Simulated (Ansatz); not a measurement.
Crystal: Cs.

```
Cs
1.0
    -3.12847    3.12847    3.12847
     3.12847   -3.12847    3.12847
     3.12847    3.12847   -3.12847
Cs
1
Direct
  0.00000 0.00000 0.00000
```

- Program: Ansatz 0.2.0
- Task: single point
- Functional: PBEsol
- Potentials or basis: Ansatz PAW
- Cutoff: 420 eV (not typed: the program's choice for these potentials)
- k mesh: 6 × 6 × 6
- Occupations: fermi-dirac, width 0.05 eV
- Spin: no spin polarisation

On this cell: pressure -0.2 GPa; band gap on the k mesh none (metal or under the smearing width).

The same run follows on a disturbed copy (cell strained at random at fixed volume):

```
Cs
1.0
    -3.26995    3.20716    3.27462
     3.13948   -3.06094    2.99793
     3.18433    2.97532   -3.12840
Cs
1
Direct
  0.99977 0.00612 0.00319
```

**Question.** What changes?

**Answer.** The energy (extrapolated to zero smearing) moves by -1.0 meV/atom; pressure -0.2 GPa; band gap on the k mesh none (metal or under the smearing width).

Caveats: the PAW data sets come from PBE, with cores solved anew for the run's functional, which leaves a small shift of forces and pressure.
